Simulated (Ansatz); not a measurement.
# BaO in Ansatz: reference runs

How does BaO come out in PBE? The cell is run as given.

Everything below comes from runs of Ansatz 0.2.0. Logs are shortened: lines on timing, memory, paths and dates and some standing lists are left out, and cuts for length are marked.

### 1 The cell of the first run

The cell holds a slab with vacuum, 8 atoms: a = 3.889 Å, b = 3.889 Å, c = 23.250 Å, α = 90.00°, β = 90.00°, γ = 90.00°.

### 2 Single point, PBE (the (1 0 0) slab of BaO, cut from the database cell, not relaxed)

Contents of input.yaml:

```yaml
crystal:
  lattice:
    - [3.8890872965, 0.0, 0.0]
    - [0.0, 3.8890872965, 0.0]
    - [0.0, 0.0, 23.25]
  atoms:
    - { symbol: Ba, position: [0.5, 0.5, 0.3225806452] }
    - { symbol: O, position: [0.0, 0.0, 0.3225806452] }
    - { symbol: Ba, position: [0.0, 0.0, 0.4408602151] }
    - { symbol: O, position: [0.5, 0.5, 0.4408602151] }
    - { symbol: Ba, position: [0.5, 0.5, 0.5591397849] }
    - { symbol: O, position: [0.0, 0.0, 0.5591397849] }
    - { symbol: Ba, position: [0.0, 0.0, 0.6774193548] }
    - { symbol: O, position: [0.5, 0.5, 0.6774193548] }
hamiltonian:
  xc: pbe
  pseudopotentials: { kind: paw }
kpoints:
  mp_grid: { grid: [7, 7, 1] }
scf:
  occupations: { method: fermi_dirac, width: 0.05 }
output:
  forces: true
  eigenvalues: true
  write_density: true
  write_potential: true
  elf: true
  volumetric_format: npy
efield:
  axis: 3
  dipole_correction: true
  ramp_width: 0.04
```

Potentials or basis: Ansatz PAW.

On the command line:

```
$ ansatz run input.yaml --threads 4 --pin off --max-ram 11264MiB --backend cpu --events-out ev --progress --plain --runs-dir out
```

Log:

```text
Warning: RAYON_NUM_THREADS=4 ignored (pool sized by the plan → 4); use --threads N
Engine: ansatz 0.2.0, aarch64-unknown-linux-gnu
Pseudopotentials: kind: paw
Pseudopotential: Ba, paw, valence charge 10, recommended cutoff 420 eV (normal), Ba.paw.azcp
Pseudopotential: O, paw, valence charge 6, recommended cutoff 420 eV (normal), O.paw.azcp
Functional definition: PBE
  parameter kappa = 0.804
  parameter beta = 0.06672455060314922
  exchange = pbe_x(kappa = kappa, mu = beta*pi^2/3)
  correlation = pbe_c(beta = beta)
Crystal: 8 atoms, lattice volume = 351.656 Å³
Basis set: ecut = 420 eV, 6925 PW (Γ), exchange–correlation on 54×54×320 points (8 copies of the dense FFT grid, shifted against one another)
Bands: 40, of which v1, the nominal top of the filled ones, is band 32 counted from 1 (31 counted from 0)
Symmetry: 8 space group operations
k-points: 10 of 49
Non-local potential: Ba, projectors of the file, l = 0: 3, l = 1: 2, l = 2: 2, l = 3: 2
Non-local potential: O, projectors of the file, l = 0: 2, l = 1: 2, l = 2: 1
PAW form: soft (Blöchl's): semilocal exchange-correlation on the pseudo side does not see the compensation charge
PAW one-centre angular grid: Ba, 194 points (default); XC on 64 Gauss nodes
PAW one-centre angular grid: O, 110 points (default); XC on 64 Gauss nodes
Initial density: superposition of atomic densities (neutral atoms: chi_scale 0, normalization atom), corrected by the library's trained network
Initial wavefunctions: pseudopotential atomic-orbital guess
Functional: x = pbe(κ = 0.804, μ = 0.2195149727645171), c = pbe(β = 0.06672455060314922)
SCF iter   1: F=—  HF=-26077.508447 eV  |F-HF|=—  |Δ(HF+E_count)|=         —  Δρ=9.91e-4  dr2=2.76e-2  ethr=1.77e-3  p=0.000 e·Å  D=5.67e-14 V/Å  ΔV_dip=-0.00 eV  dr2_dipole=8.30e-9  V_vac-E_F(+/−)=2.01/2.01 eV  ⟨swp⟩=11.0  Hψ=2435  notcnv=0
efield: sawtooth ramp at fractional position 0.9800 (placed from the atoms, in the widest stretch of the axis that holds none; the zero of the levels goes with the place), width 0.0400; the density the first Hamiltonian is built on has a dipole p = 0.000 e·Å; the dipole correction subtracts the counter field D = 5.67e-14 V/Å, which shifts the + side's vacuum level by -0.00 eV against the − side's; the planar-averaged density in the ramp window peaks in size at 3.3e-5 e/Å³
preconditioner: auto → Resta (q_TF=auto, 2.054 Å⁻¹)  ε∞=2.7  [insulator: Δε(μ)=2.111 eV  Ē_g=11.387 eV  σ=0.050 eV  W_gap=1.00  n_scr=50 (ndim 8)  ℏωp=14.8 eV  f_vac=0.490  D(μ)=0.00/eV (n_scr^D=0)  ε∞_Penn≈2.7  vacuum switching on, ρ_ref=9.4e-3 e/Å³]
SCF iter   2: F=—  HF=-26077.507725 eV  |F-HF|=—  |Δ(HF+E_count)|=   7.22e-4  Δρ=1.04e-3  dr2=4.14e-3  ethr=4.32e-5  p=-0.000 e·Å  D=-2.31e-5 V/Å  ΔV_dip=0.00 eV  dr2_dipole=5.88e-9  V_vac-E_F(+/−)=2.16/2.16 eV  ⟨swp⟩=2.9  Hψ=706  notcnv=0  defer=21
SCF iter   3: F=—  HF=-26077.507976 eV  |F-HF|=—  |Δ(HF+E_count)|=   2.51e-4  Δρ=6.29e-4  dr2=1.76e-3  ethr=6.47e-6  p=-0.000 e·Å  D=-7.81e-6 V/Å  ΔV_dip=0.00 eV  dr2_dipole=7.90e-10  V_vac-E_F(+/−)=2.22/2.22 eV  ⟨swp⟩=2.0  Hψ=687  notcnv=0  defer=21
SCF iter   4: F=—  HF=-26077.507934 eV  |F-HF|=—  |Δ(HF+E_count)|=   4.22e-5  Δρ=1.96e-4  dr2=1.78e-4  ethr=2.74e-6  p=-0.000 e·Å  D=-1.89e-6 V/Å  ΔV_dip=0.00 eV  dr2_dipole=6.72e-13  V_vac-E_F(+/−)=2.24/2.24 eV  ⟨swp⟩=2.0  Hψ=576  notcnv=0  defer=21
SCF iter   5: F=—  HF=-26077.508045 eV  |F-HF|=—  |Δ(HF+E_count)|=   1.11e-4  Δρ=7.25e-5  dr2=1.72e-5  ethr=2.78e-7  p=-0.000 e·Å  D=-3.51e-6 V/Å  ΔV_dip=0.00 eV  dr2_dipole=1.85e-10  V_vac-E_F(+/−)=2.27/2.27 eV  ⟨swp⟩=2.5  Hψ=670  notcnv=0  defer=21
SCF iter   6: F=—  HF=-26077.507977 eV  |F-HF|=—  |Δ(HF+E_count)|=   6.77e-5  Δρ=3.98e-5  dr2=4.98e-6  ethr=2.68e-8  p=-0.000 e·Å  D=-1.13e-6 V/Å  ΔV_dip=0.00 eV  dr2_dipole=7.48e-12  V_vac-E_F(+/−)=2.27/2.27 eV  ⟨swp⟩=2.0  Hψ=676  notcnv=0  defer=22
SCF iter   7: F=—  HF=-26077.507978 eV  |F-HF|=—  |Δ(HF+E_count)|=   1.10e-6  Δρ=7.20e-6  dr2=1.85e-7  ethr=7.78e-9  p=0.000 e·Å  D=1.53e-6 V/Å  ΔV_dip=-0.00 eV  dr2_dipole=3.13e-11  V_vac-E_F(+/−)=2.27/2.27 eV  ⟨swp⟩=2.0  Hψ=515  notcnv=0  defer=22
SCF iter   8: F=-26077.507979 eV  HF=-26077.507979 eV  |F-HF|=3.05e-8  |Δ(HF+E_count)|=   3.58e-7  Δρ=2.64e-6  dr2=2.61e-8  ethr=1.56e-10  p=0.000 e·Å  D=3.41e-7 V/Å  ΔV_dip=-0.00 eV  dr2_dipole=5.62e-12  V_vac-E_F(+/−)=2.27/2.27 eV  ⟨swp⟩=18.2  Hψ=3378  notcnv=0
SCF 1 converged in 8 iterations: F = -26077.507979 eV  dr2 = 2.61e-8
WARN: The output density's exchange-correlation potential varies sharply where the density is thin. Do not read a vacuum level from v_tot or v_xc, or from such a field of the output density. On a cell that repeats whose density bears no net charge and no dipole along the vacuum's axis use v_es (v_loc + v_h of the components); under efield.dipole_correction with no amplitude use v_es + v_field, which holds any external_charges[].barrier, or the levels of the report's work_function block, which leave it out; under a non-zero efield.amplitude the vacuum is tilted and has no level; on a cell that repeats and bears such a dipole with no correction it is tilted too, and efield.dipole_correction with no amplitude gives each side of its ramp a level where efield: is served; in a cell that repeats whose density bears a net charge (total_charge, or a fill off its count) it is curved and has none; of a slab under crystal.periodic whose density bears no net charge use v_es, which has a level on each side, short of where the two are joined; of another it falls or rises all the way out and has none; of a slab beside external_charges read slab_vacuum_level instead, which it has where they leave it neutral. The grid or the basis barely resolves most such structure, and the values can differ between equally converged runs; as a rule a tighter scf.convergence.dr2_threshold does not remove it. Where the density itself ripples (under the LDA too) a higher basis.ecutwfc lessens it. The files hold the spikes' plane waves up to the density's cutoff. Files: v_tot_of_output_density and the like, and their columns of v_z.tsv (output.write_potential); v_xc_of_output_density and the like, and their columns of v_comp_z.tsv (output.write_potential_components). Measured: with its Gaussian average of σ = 0.25 Å subtracted twice, the exchange-correlation potential is over 0.1 eV at 58 of the grid points where the equally averaged density (valence and model cores) is under 1e-3 e/Å³, and 0.163 eV at the most among them, at an averaged density of 2.2e-7 e/Å³. See output.write_potential in the manual, Limitations
SCF converged after 8 iterations
Free energy (F): -26077.507979 eV
Harris-Foulkes:  -26077.507979 eV  (|F-HF|=3.05e-8)
Internal energy: -26077.507979 eV  (E = F + TS)
E sigma→0 (E₀):  -26077.507979 eV
Fermi energy:    3.547473 eV
Dipole field:    D = -0.000002 V/Å  (p = -0.000004 e·Å, saw-weighted, corrected)
Work function:   Φ+ = 2.2718 eV   Φ− = 2.2718 eV
Levels:          The Fermi level and band energies are counted from a zero that moves with the ramp; work functions are not
--- Per-component energies (eV) ---
  E_band       = -458.861965
  E_kinetic    = 1377.533149
  E_local      = -29620.455186  (includes V_loc(G=0)·N_el)
  E_nonlocal   = 420.038178
  E_hartree    = 14287.894177
  E_xc         = -974.831863
  E_vxc        = -928.597226  (∫ρ·V_xc dr)
  E_paw        = -21533.447821  (= ΣΔE_a)
  E_vpaw       = -283.179804  (= ΣTr[D̂ρ^β])
  E_aug_tail   = 0.009541  (compensation charges beyond the density's cutoff)
  E_efield     = 0.000000  (sawtooth field / dipole correction)
  E_vefield    = 0.000000  (∫n·V_field dr)
  E_ewald      = 9965.751844
  E_smearing   = -0.000000  (= −TS)
  E_closure    = -0.000000  (closes the sum)
  Σ components = -26077.507979   (vs F -26077.507979, Δ=0.00e0)
--- Forces (eV/Å), atoms counted from 1 ---
  atom   1  Ba     0.00000000     0.00000000    -0.44985073
  atom   2  O     -0.00000000     0.00000000     0.53415943
  atom   3  Ba     0.00000000     0.00000000    -0.13883602
  atom   4  O      0.00000000     0.00000000    -0.26482283
  atom   5  Ba     0.00000000     0.00000000     0.13883130
  atom   6  O     -0.00000000     0.00000000     0.26482787
  atom   7  Ba    -0.00000000     0.00000000     0.44984734
  atom   8  O      0.00000000     0.00000000    -0.53415516
  max |Σ_I F_I| component: 1.21e-6 eV/Å
--- Band table (eV; the first three rows and the last of 10) ---
  k-point 0: bands = ["-23.5671", "-23.5460", "-23.3494", "-23.1896", "-13.0980", "-13.0088", "-12.4790", "-12.4685", "-9.3844", "-8.9657", "-8.5620", "-8.5620", "-8.4511", "-8.4511", "-8.3687", "-8.2534", "-8.2534", "-8.0502", "-8.0502", "-7.9927", "1.1430", "1.1769", "1.7705", "1.7705", "1.8898", "1.8898", "1.9137", "2.1814", "2.3018", "2.3018", "2.3112", "2.3112", "4.4907", "4.7664", "4.9482", "5.0680", "5.8754", "6.0430", "6.6876", "6.8092"]
  k-point 1: bands = ["-23.5418", "-23.5251", "-23.3301", "-23.1828", "-13.1823", "-13.1002", "-12.5782", "-12.5674", "-9.3184", "-8.9308", "-8.5188", "-8.5080", "-8.4152", "-8.4105", "-8.3649", "-8.2365", "-8.2274", "-8.0545", "-8.0383", "-8.0329", "1.1010", "1.1172", "1.4529", "1.5418", "1.5758", "1.6633", "1.8551", "1.9703", "2.0018", "2.0749", "2.0866", "2.1248", "4.9750", "4.9896", "5.1482", "5.5151", "6.2422", "6.3032", "7.0010", "7.1667"]
  k-point 2: bands = ["-23.4836", "-23.4765", "-23.2816", "-23.1735", "-13.3650", "-13.3055", "-12.7949", "-12.7855", "-9.1398", "-8.8491", "-8.4052", "-8.3708", "-8.3681", "-8.3222", "-8.3123", "-8.2041", "-8.1709", "-8.1459", "-8.0758", "-8.0249", "0.7875", "0.8730", "1.0816", "1.0873", "1.1044", "1.1892", "1.3806", "1.3868", "1.6082", "1.6207", "1.7858", "1.9709", "5.5670", "5.6864", "6.2090", "6.5757", "6.6931", "6.9341", "7.3856", "7.3859"]
  k-point 9: bands = ["-23.3612", "-23.3610", "-23.1327", "-23.1234", "-13.1881", "-13.1855", "-12.6135", "-12.6132", "-9.4349", "-9.3143", "-9.2374", "-9.1266", "-8.9516", "-8.8569", "-8.7576", "-8.7318", "-8.6761", "-8.5976", "-8.2591", "-8.2428", "1.1925", "1.1943", "1.7696", "1.8958", "1.9868", "2.0278", "2.0306", "2.1078", "2.2850", "2.2926", "2.4963", "2.4963", "4.8185", "4.9749", "5.9330", "6.0437", "7.3265", "7.4333", "7.9051", "8.0593"]
```

Wall time 5.2 s (4 threads of Arm Neoverse V1, shared host); peak memory 0.67 GiB.

Results:

```
Free energy                     : -26077.5080 eV
Largest force                   : 0.534 eV/Å
Band gap on the k mesh          : 1.99 eV, indirect (least direct gap 2.18 eV)
Work function of the upper face : 2.27 eV
Work function of the lower face : 2.27 eV
Dipole across the slab          : 0.000 e·Å
```

Forces on the atoms (eV/Å):
```
Ba   0.000  0.000 -0.450
O    0.000  0.000  0.534
Ba   0.000  0.000 -0.139
O    0.000  0.000 -0.265
Ba   0.000  0.000  0.139
O    0.000  0.000  0.265
Ba   0.000  0.000  0.450
O    0.000  0.000 -0.534
```

Caveat: odd divisions of the mesh miss points on the zone boundary, where band edges often lie, so the gap on the mesh can be too wide; spin-orbit coupling is left out, which moves the levels of the heavy elements.
